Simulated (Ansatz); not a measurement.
NiO:

```
CELL_PARAMETERS angstrom
0.00000 2.08590 2.08590
2.08590 0.00000 2.08590
2.08590 2.08590 0.00000
ATOMIC_POSITIONS crystal
Ni 0.00000 0.00000 0.00000
O 0.50000 0.50000 0.50000
```

```yaml
Program: Ansatz 0.2.0
Task: relaxation of cell and atoms
Functional: LDA
Potentials_or_basis: Ansatz PAW
Cutoff: "420 eV (not typed: the program's choice for these potentials)"
k_mesh: 11 × 11 × 11
Occupations: fermi-dirac, width 0.05 eV
Spin: collinear spin, ferromagnetic start
Starting_moments: "[1.0, 0.0] μB"
```

At the start: volume 9.08 Å³/atom.

Where does the relaxation end?

It ends after 8 steps and the volume is 8.27 Å³/atom (-8.9 %); space group Fm-3m (No. 225, to 0.05 Å); moment 0.31 μB per cell.

The path:
```tsv
step	energy change (eV)	largest force (eV/Å)	volume (Å³)
1	0.0000	0.0000	18.15
2	-0.0860	0.0000	17.30
3	-0.1153	0.0000	16.45
4	-0.1152	0.0000	16.58
5	-0.1153	0.0000	16.57
6	-0.1086	0.0000	16.57
7	-0.1089	0.0000	16.54
8	-0.1087	0.0000	16.54
```

Final structure:
```
Ni O
1.0
     0.00000    2.02221    2.02221
     2.02221    0.00000    2.02221
     2.02221    2.02221    0.00000
Ni O
1 1
Direct
  0.00000 0.00000 0.00000
  0.50000 0.50000 0.50000
```

Caveat: the plane-wave basis is chosen anew once the cell has moved, so the energies of steps on either side of that aren't comparable; the pressure holds a Pulay correction of +1.0 GPa for the finite cutoff; the PAW data sets come from PBE, with cores solved anew for the run's functional, which leaves a small shift of forces and pressure.
